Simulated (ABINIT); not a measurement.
# Excitons of AlAs (F-43m): kernels and approximations, part 3 of 3

Aim: the absorption spectrum of AlAs (F-43m) with electron-hole interaction, and what each part of the kernel does.

ABINIT 10.8.3; PBE and many-body steps on it, plane waves. Known limits of the many-body steps: not at the basis limit; no spin-orbit coupling; coarse k mesh; bindings not settled in the k mesh.

So far. Step 10 (Empty states on the mesh, 8×8×8 mesh, 25 bands): On this mesh the gap is 1.436 eV. Step 11 (k mesh (8×8×8)): The lowest state lies at 2.628 eV, 0.153 eV under the direct gap.

## (12) Empty states on the mesh, 10×10×10 mesh, 25 bands

This step: DFT, PBE, plane waves, norm-conserving pseudopotentials.

File run.abi:

```
acell 3*1.0 Angstrom
rprim 
  0.000000000000 2.830400000000 2.830400000000
  2.830400000000 0.000000000000 2.830400000000
  2.830400000000 2.830400000000 -0.000000000000
ntypat 2
znucl 13 33
natom 2
typat 1 2
xred 
  0.000000000000 0.000000000000 0.000000000000
  0.250000000000 0.250000000000 0.250000000000
pp_dirpath "pseudos"
pseudos "Al.upf, As.upf"
ecut 44
ngkpt 10 10 10
nshiftk 1
shiftk 0 0 0
kptopt 1
chksymbreak 0
iscf -2
irdden 1
istwfk *1
nband 25
nbdbuf 4
tolwfr 1e-09
nstep 60
prtvol 0
indata_prefix "in"
outdata_prefix "out"
tmpdata_prefix "tmp"
```

On the command line:

```console
> OMP_NUM_THREADS=1 mpirun -n 4 abinit run.abi > log
```

Numbers of over 12 decimals in the logs are rounded to 6 here.

The program printed:

```text
.Version 10.8.3 of ABINIT. v10.8.2 released Aug 2026.

 Symmetries : space group F-4 3 m (#216); Bravais cF (face-center cubic)
[... echo of the input left out ...]
== DATASET  1 ==================================================================
-   mpi_nproc: 4, omp_nthreads: 1 (-1 if OMP is not activated)

--- !DatasetInfo
iteration_state: {dtset: 1, }
dimensions: {natom: 2, nkpt: 47, mband: 25, nsppol: 1, nspinor: 1, nspden: 1, mpw: 4314, }
cutoff_energies: {ecut:  44.0, pawecutdg:  -1.0, }
[...]
-1.10116   -0.27342    0.16294    0.16294    0.16294    0.23806    0.32071    0.32071
   0.32071    0.48937    0.49545    0.49545    0.58387    0.58387    0.58387    0.71085
   1.03723
 prteigrs : prtvol=0 or 1, do not print more k-points.

== END DATASET(S) ==============================================================
================================================================================

 -outvars: echo values of variables after computation  --------
            nband          25
             nkpt          47
          spgroup         216
 [... the other variables as echoed above ...]

 Calculation completed.
```

Wall time 26 s (4 MPI ranks of Arm Neoverse V1, shared host); peak memory 0.34 GiB.

Numbers from this step:

```yaml
gap: 1.436 eV
k_of_the_valence_top: 0, 0, 0
k_of_the_conduction_bottom: 0.5, 0.5, 0
least_direct_gap: 2.044 eV
k_points_computed: 47
lowest_point_of_the_top_converged_band_above_the_valence_top: 11.02 eV
```

On this mesh the gap is 1.436 eV.

## (13) k mesh (10×10×10)

This step: Bethe-Salpeter equation on PBE with a scissors shift, plane waves, norm-conserving pseudopotentials.

Changes to run.abi since step 12:

```diff
@@ -20,10 +20,21 @@
 chksymbreak 0
-iscf -2
+istwfk *1
+occopt 1
+irdwfk 1
+optdriver 99
+bs_calctype 1
+mbpt_sciss 0.737 eV
+bs_loband 11
+nband 14
+bs_exchange_term 1
+bs_coulomb_term 21
+bs_coupling 0
+bs_algorithm 1
+bs_freq_mesh 0 6 0.05 eV
+zcut 0.1 eV
+ecuteps 3
+ecutwfn 22
+inclvkb 2
+mdf_epsinf 9.42
 irdden 1
-istwfk *1
-nband 25
-nbdbuf 4
-tolwfr 1e-09
-nstep 60
-prtvol 0
 indata_prefix "in"
```

The program printed:

```text
.Version 10.8.3 of ABINIT. v10.8.2 released Aug 2026.

 Symmetries : space group F-4 3 m (#216); Bravais cF (face-center cubic)
[... echo of the input left out ...]
== DATASET  1 ==================================================================
-   mpi_nproc: 4, omp_nthreads: 1 (-1 if OMP is not activated)

--- !DatasetInfo
iteration_state: {dtset: 1, }
dimensions: {natom: 2, nkpt: 47, mband: 14, nsppol: 1, nspinor: 1, nspden: 1, mpw: 1524, }
cutoff_energies: {ecut:  22.0, pawecutdg:  -1.0, }
[...]
Writing KS-RPA macroscopic dielectric function without local fields to file: out_RPA_NLF_MDF
 Writing GW-RPA macroscopic dielectric function without local fields to file: out_GW_NLF_MDF
 Writing EXC Macroscopic dielectric function to file: out_EXC_MDF

== END DATASET(S) ==============================================================
================================================================================

 -outvars: echo values of variables after computation  --------
           etotal      0.0000000000E+00
            nband          14
             nkpt          47
          spgroup         216
 [... the other variables as echoed above ...]

 Calculation completed.
```

It took 6.1 min on 4 MPI ranks; peak memory 0.94 GiB.

This step gave:

```
direct gap of the transition levels                            : 2.781 eV
transitions in the window                                      : 3000
first strong exciton (over a fiftieth of the strongest listed) : 2.658 eV
lowest state                                                   : 2.658 eV
binding of the lowest state below the direct gap               : 0.1229 eV
Coulomb term of one mesh cell                                  : 0.1217 eV
```

The binding is 1.0 times the screened Coulomb term of one mesh cell (0.12 eV), so it is not shown settled.

The lowest state lies at 2.658 eV, 0.123 eV under the direct gap.

The ε₂ has structure finer than the step of the table below, so its rows give means over 0.2 eV, whole bins alone (the curve runs from 0 to 5.95 eV). Peaks (eV: height): BSE 3.60: 15.3, 4.60: 25.5; no electron-hole interaction 3.75: 10.8, 4.95: 29.1; Kohn-Sham, no shift 3.05: 10.9, 4.25: 29.2.

Mean over the three Cartesian directions of q; broadening 0.1 eV; transition window only. Limits: finite bands, cutoff and mesh; no spin-orbit coupling; exciton not shown settled in the k mesh. The ε₂ by photon energy; means over each step:

```csv
photon energy (eV),BSE,no electron-hole interaction,"Kohn-Sham, no shift"
0.2,0.0128,0.0103,0.0181
0.4,0.0260,0.0208,0.0370
0.6,0.0400,0.0320,0.0575
0.8,0.0553,0.0440,0.0809
1.0,0.0726,0.0573,0.109
1.2,0.0928,0.0725,0.144
1.4,0.117,0.0904,0.193
1.6,0.148,0.112,0.274
1.8,0.189,0.140,0.481
2.0,0.248,0.176,1.27
2.2,0.346,0.231,0.977
2.4,0.595,0.330,0.989
2.6,1.62,0.663,2.11
2.8,1.37,1.38,5.80
3.0,1.37,0.884,9.78
3.2,3.18,1.18,7.44
3.4,9.05,3.11,8.28
3.6,13.9,7.00,15.0
3.8,9.35,9.94,17.4
4.0,11.3,6.96,24.6
4.2,19.4,10.1,27.7
4.4,21.4,15.9,17.0
4.6,24.6,19.2,12.0
4.8,21.4,26.2,10.1
5.0,11.1,25.9,11.2
5.2,8.24,14.3,7.35
5.4,7.76,11.2,2.68
5.6,8.98,10.3,2.53
5.8,5.46,10.9,1.73
```

The window of bands is narrower than in the first exciton run, so this row is not like for like with it.

## (14) Empty states on the mesh, 12×12×12 mesh, 25 bands

This step: DFT, PBE, plane waves, norm-conserving pseudopotentials.

File run.abi:

```
acell 3*1.0 Angstrom
rprim 
  0.000000000000 2.830400000000 2.830400000000
  2.830400000000 0.000000000000 2.830400000000
  2.830400000000 2.830400000000 -0.000000000000
ntypat 2
znucl 13 33
natom 2
typat 1 2
xred 
  0.000000000000 0.000000000000 0.000000000000
  0.250000000000 0.250000000000 0.250000000000
pp_dirpath "pseudos"
pseudos "Al.upf, As.upf"
ecut 44
ngkpt 12 12 12
nshiftk 1
shiftk 0 0 0
kptopt 1
chksymbreak 0
iscf -2
irdden 1
istwfk *1
nband 25
nbdbuf 4
tolwfr 1e-09
nstep 60
prtvol 0
indata_prefix "in"
outdata_prefix "out"
tmpdata_prefix "tmp"
```

The program printed:

```text
.Version 10.8.3 of ABINIT. v10.8.2 released Aug 2026.

 Symmetries : space group F-4 3 m (#216); Bravais cF (face-center cubic)
[... echo of the input left out ...]
== DATASET  1 ==================================================================
-   mpi_nproc: 4, omp_nthreads: 1 (-1 if OMP is not activated)

--- !DatasetInfo
iteration_state: {dtset: 1, }
dimensions: {natom: 2, nkpt: 72, mband: 25, nsppol: 1, nspinor: 1, nspden: 1, mpw: 4314, }
cutoff_energies: {ecut:  44.0, pawecutdg:  -1.0, }
[...]
-1.10116   -0.27342    0.16294    0.16294    0.16294    0.23806    0.32071    0.32071
   0.32071    0.48937    0.49545    0.49545    0.58387    0.58387    0.58387    0.71085
   1.03723
 prteigrs : prtvol=0 or 1, do not print more k-points.

== END DATASET(S) ==============================================================
================================================================================

 -outvars: echo values of variables after computation  --------
            nband          25
             nkpt          72
          spgroup         216
 [... the other variables as echoed above ...]

 Calculation completed.
```

The job ended after 35 s (4 MPI ranks; peak memory 0.38 GiB; 2.3 min of CPU time).

Numbers from this step:

* gap: 1.436 eV
* k of the valence top: 0, 0, 0
* k of the conduction bottom: 0.5, 0.5, 0
* least direct gap: 2.044 eV
* k points computed: 72
* lowest point of the top converged band, above the valence top: 11.05 eV

On this mesh the gap is 1.436 eV.

## (15) k mesh (12×12×12)

This step: Bethe-Salpeter equation on PBE with a scissors shift, plane waves, norm-conserving pseudopotentials.

Changes to run.abi since step 14:

```diff
@@ -20,10 +20,21 @@
 chksymbreak 0
-iscf -2
+istwfk *1
+occopt 1
+irdwfk 1
+optdriver 99
+bs_calctype 1
+mbpt_sciss 0.737 eV
+bs_loband 11
+nband 14
+bs_exchange_term 1
+bs_coulomb_term 21
+bs_coupling 0
+bs_algorithm 1
+bs_freq_mesh 0 6 0.05 eV
+zcut 0.1 eV
+ecuteps 3
+ecutwfn 22
+inclvkb 2
+mdf_epsinf 9.42
 irdden 1
-istwfk *1
-nband 25
-nbdbuf 4
-tolwfr 1e-09
-nstep 60
-prtvol 0
 indata_prefix "in"
```

The program printed:

```text
.Version 10.8.3 of ABINIT. v10.8.2 released Aug 2026.

 Symmetries : space group F-4 3 m (#216); Bravais cF (face-center cubic)
[... echo of the input left out ...]
== DATASET  1 ==================================================================
-   mpi_nproc: 4, omp_nthreads: 1 (-1 if OMP is not activated)

--- !DatasetInfo
iteration_state: {dtset: 1, }
dimensions: {natom: 2, nkpt: 72, mband: 14, nsppol: 1, nspinor: 1, nspden: 1, mpw: 1540, }
cutoff_energies: {ecut:  22.0, pawecutdg:  -1.0, }
[...]
Writing KS-RPA macroscopic dielectric function without local fields to file: out_RPA_NLF_MDF
 Writing GW-RPA macroscopic dielectric function without local fields to file: out_GW_NLF_MDF
 Writing EXC Macroscopic dielectric function to file: out_EXC_MDF

== END DATASET(S) ==============================================================
================================================================================

 -outvars: echo values of variables after computation  --------
           etotal      0.0000000000E+00
            nband          14
             nkpt          72
          spgroup         216
 [... the other variables as echoed above ...]

 Calculation completed.
```

The job ended after 20 min (4 MPI ranks; peak memory 1.6 GiB; 81 min of CPU time).

This step gave:

| Property | Result |
| --- | --- |
| direct gap of the transition levels | 2.781 eV |
| transitions in the window | 5184 |
| first strong exciton (over a fiftieth of the strongest listed) | 2.678 eV |
| lowest state | 2.678 eV |
| binding of the lowest state below the direct gap | 0.1027 eV |
| Coulomb term of one mesh cell | 0.1014 eV |

The binding is 1.0 times the screened Coulomb term of one mesh cell (0.10 eV), so it is not shown settled.

The lowest state lies at 2.678 eV, 0.103 eV under the direct gap.

The window of bands is narrower than in the first exciton run, so this row is not like for like with it.

## (16) Triplet (no exchange term)

Changes to run.abi since step 15:

```diff
@@ -15,3 +15,3 @@
 ecut 44
-ngkpt 12 12 12
+ngkpt 4 4 4
 nshiftk 1
@@ -27,5 +27,5 @@
 bs_loband 11
-nband 14
-bs_exchange_term 1
-bs_coulomb_term 21
+nband 15
+bs_exchange_term 0
+bs_coulomb_term 11
 bs_coupling 0
@@ -37,4 +37,3 @@
 inclvkb 2
-mdf_epsinf 9.42
-irdden 1
+irdscr 1
 indata_prefix "in"
```

The program printed:

```text
.Version 10.8.3 of ABINIT. v10.8.2 released Aug 2026.

 Symmetries : space group F-4 3 m (#216); Bravais cF (face-center cubic)
[... echo of the input left out ...]
== DATASET  1 ==================================================================
-   mpi_nproc: 4, omp_nthreads: 1 (-1 if OMP is not activated)

--- !DatasetInfo
iteration_state: {dtset: 1, }
dimensions: {natom: 2, nkpt: 8, mband: 15, nsppol: 1, nspinor: 1, nspden: 1, mpw: 1540, }
cutoff_energies: {ecut:  22.0, pawecutdg:  -1.0, }
[...]
Writing KS-RPA macroscopic dielectric function without local fields to file: out_RPA_NLF_MDF
 Writing GW-RPA macroscopic dielectric function without local fields to file: out_GW_NLF_MDF
 Writing EXC Macroscopic dielectric function to file: out_EXC_MDF

== END DATASET(S) ==============================================================
================================================================================

 -outvars: echo values of variables after computation  --------
           etotal      0.0000000000E+00
            nband          15
             nkpt           8
          spgroup         216
 [... the other variables as echoed above ...]

 Calculation completed.
```

Run time: 7 s. Hardware: 4 MPI ranks; peak memory 0.31 GiB; 28 s of CPU time.

The lowest triplet lies at 2.562 eV; without spin-orbit coupling triplets are dark, so no spectrum is read.

## (17) First band above the last

Changes to run.abi since step 16:

```diff
@@ -26,5 +26,5 @@
 mbpt_sciss 0.737 eV
-bs_loband 11
+bs_loband 16
 nband 15
-bs_exchange_term 0
+bs_exchange_term 1
 bs_coulomb_term 11
@@ -33,3 +33,3 @@
 bs_freq_mesh 0 6 0.05 eV
-zcut 0.1 eV
+zcut 0.15 eV
 ecuteps 3
```

The program printed:

```text
.Version 10.8.3 of ABINIT. v10.8.2 released Aug 2026.

 Symmetries : space group F-4 3 m (#216); Bravais cF (face-center cubic)
================================================================================
 Values of the parameters that define the memory need of the present run
     intxc =       0    ionmov =       0      iscf =       7    lmnmax =       6
     lnmax =       6     mgfft =      32  mpssoang =       3    mqgrid =    3001
     natom =       2  nloc_mem =       1    nspden =       1   nspinor =       1
    nsppol =       1      nsym =      24    n1xccc =    2501    ntypat =       2
    occopt =       1   xclevel =       2
-    mband =          15        mffmem =           1         mkmem =           2
       mpw =        1540          nfft =       32768          nkpt =           8
================================================================================
  Rough estimation (10% accuracy) of disk space for files :
================================================================================

--------------------------------------------------------------------------------
------------- Echo of variables that govern the present computation ------------
--------------------------------------------------------------------------------
 -outvars: echo values of preprocessed input variables --------
            acell      1.8897261259E+00  1.8897261259E+00  1.8897261259E+00 Bohr

     bs_algorithm           1
     bs_freq_mesh      0.00000000E+00  2.20495933E-01  1.83746611E-03 Hartree
        bs_loband          16
      chksymbreak           0
             ecut      2.20000000E+01 Hartree
          ecuteps      3.00000000E+00 Hartree
          ecutwfn      2.20000000E+01 Hartree
-          fftalg         312
           irdscr           1
[...]
Together with 24 symmetry operations and time-reversal symmetry
 yields    64 points in the full Brillouin Zone.

 vcoul_init : cutoff-mode = AUXILIARY_FUNCTION
 q-points for optical limit:   1
     1)      0.000010    0.000020    0.000030
 setmesh: FFT mesh size selected  =    24x   24x   24
          total number of points  =        13824

 ==== Fundamental parameters for the solution of the Bethe-Salpeter equation: ====
 Algorithm: Direct diagonalization.
 Dimension of the v, W matrices,  npweps  = 65
 Cutoff for the wavefunctions,    npwwfn  = 1459
 Number of k-points in the IBZ,   nkibz   = 8
 Highest empty band included,     nband   = 15
 === Spin UP ===
 Number of resonant transitions          0
 Lowest occupied state                   16
 Highest occupied state                  13
 Lowest unoccupied state                 14
 Highest unoccupied state                15
 Minimum frequency [eV]           Emin    =   0.00
 Maximum frequency [eV]           Emax    =   6.00
 Frequency step [eV]              dE      =   0.05
 Lorentzian broadening [eV]       eta     =   0.15
 RPA L0 with KS energies and KS wavefunctions
 Scissors operator energy [eV] =          0.74
 Local fields effects (v term) included
 Excitonic effects (W term) included
 Full W_GG' included
 W is read from an external SCR file
 Resonant-only calculation (Hermitian case)

 Calculating epsilon_Macro(q-->0,w), along the following directions:
 q = (  0.982961  0.000000  0.000000) [r.l.u.]
 q = (  0.000000  0.982961  0.000000) [r.l.u.]
 q = (  0.000000  0.000000  0.982961) [r.l.u.]
 q = (  0.000000  0.851269  0.851269) [r.l.u.]
 q = (  0.851269  0.000000  0.851269) [r.l.u.]
 q = (  0.851269  0.851269  0.000000) [r.l.u.]
 Number of electrons calculated from density =   25.6682; Expected =   26.0000
 average of density, n =  0.083874
 r_s =    1.4172
 omega_plasma =   27.9363 [eV]

. Writing resonant excitonic Hamiltonian on file out_BSR; file size=   0.00 [Gb].

--- !ERROR
message: |
    Wrong number of transitions: my_hsize= 0

--- !ERROR
message: |
    Wrong number of transitions: my_hsize= 0

--- from the log ---
Wrong number of transitions: my_hsize= 0
```

Run time: 2.3 s. Hardware: 4 MPI ranks; peak memory 0.09 GiB.

The run stopped with an error after 2.3 s.

The program's words: Wrong number of transitions: my_hsize= 0

The fault put into this input: a window without a filled band.

## (18) The runs together

Times are wall times on 4 MPI ranks of Arm Neoverse V1, shared host, good to a factor of about two.

```csv
run,mesh,transitions,broadening (eV),direct gap (eV),lowest state (eV),binding (eV),mesh cell's term (eV),tallest peak (eV),height,time
excitons,4×4×4,384,0.1,2.781,2.587,0.194,0.202,3.45,78.2,7.5 s
model screening,4×4×4,192,0.1,2.781,2.495,0.286,0.304,3.40,68.7,4.2 s
k mesh (6×6×6),6×6×6,648,0.1,2.781,2.581,0.200,0.203,4.55,48.4,17 s
k mesh (8×8×8),8×8×8,1536,0.1,2.781,2.628,0.153,0.152,4.45,33.1,90 s
k mesh (10×10×10),10×10×10,3000,0.1,2.781,2.658,0.123,0.122,4.60,25.5,6.1 min
k mesh (12×12×12),12×12×12,5184,0.1,2.781,2.678,0.103,0.101,4.75,29.1,20 min
triplet (no exchange term),4×4×4,384,0.1,2.781,2.562,0.219,0.202,-,-,7 s
```

## (19) Results

```json
{
  "excitons": "lowest state 2.587 eV (not settled in the k mesh)",
  "model screening": "lowest state 2.495 eV (not settled in the k mesh)",
  "k mesh (6×6×6)": "lowest state 2.581 eV (not settled in the k mesh)",
  "k mesh (8×8×8)": "lowest state 2.628 eV (not settled in the k mesh)",
  "k mesh (10×10×10)": "lowest state 2.658 eV (not settled in the k mesh)",
  "k mesh (12×12×12)": "lowest state 2.678 eV (not settled in the k mesh)",
  "triplet (no exchange term)": "lowest state 2.562 eV (not settled in the k mesh)"
}
```

In words: On the 4×4×4 mesh the lowest exciton lies at 2.587 eV, 0.194 eV below the direct gap; one cell of the mesh carries a screened Coulomb term of 0.20 eV, so this binding is not shown settled. Between the two densest meshes the binding falls by 0.99 of the fall in the mesh cell's term (the screened Coulomb energy of a charge repeated on the supercell that the mesh stands for). The binding is still 1.0 times that term, so the mesh does not resolve the exciton and no limit can be drawn. Model screening, against «excitons (4×4×4)»: the lowest state moves by −0.092 eV (keys changed: nband, bs_coulomb_term, irdscr, mdf_epsinf and irdden). k mesh (6×6×6), against «model screening (4×4×4)»: the lowest state moves by +0.085 eV (keys changed: ngkpt). k mesh (8×8×8), against «k mesh (6×6×6)»: the lowest state moves by +0.048 eV (keys changed: ngkpt). k mesh (10×10×10), against «k mesh (8×8×8)»: the lowest state moves by +0.030 eV (keys changed: ngkpt). k mesh (12×12×12), against «k mesh (10×10×10)»: the lowest state moves by +0.020 eV (keys changed: ngkpt). Triplet (no exchange term), against «excitons (4×4×4)»: the lowest state moves by −0.025 eV (keys changed: bs_exchange_term). Triplets are dark. Lines within a few meV of each other can be one level split by numerical noise, or distinct levels. Screening is static and electronic alone, and only transitions inside the band window count. The 4×4×4 mesh is coarse for this cell, which bears on the long-range parts of exchange and screening. The many-body steps are scalar-relativistic: spin-orbit coupling is not in them.

[Paths, hosts, dates, memory and timing lines, banners, echoed tables and standing remarks are left out of the program output.]

[Logs are printed without paths, hosts, clocks, repeated set-up lines and the standing remarks that a program may print on its own settings, such as how far it seeks lower states.]

[Runs of the session that timed out or met a known fault of the program may be left out.]

[Hosts, paths, dates, database ids (printed as entryN), source tags and the programs' standing remarks are cut or masked in the printed files.]

[G0W0 gaps are taken among the corrected bands and points alone; a level outside them can change the order at an edge.]

[Where Ansatz stands beside ABINIT at settings called matched, ABINIT's density can come from a denser mesh and the files from another edition; pairs whose starting gaps differed by over 0.03 eV were left out, so agreement reads better than it is.]
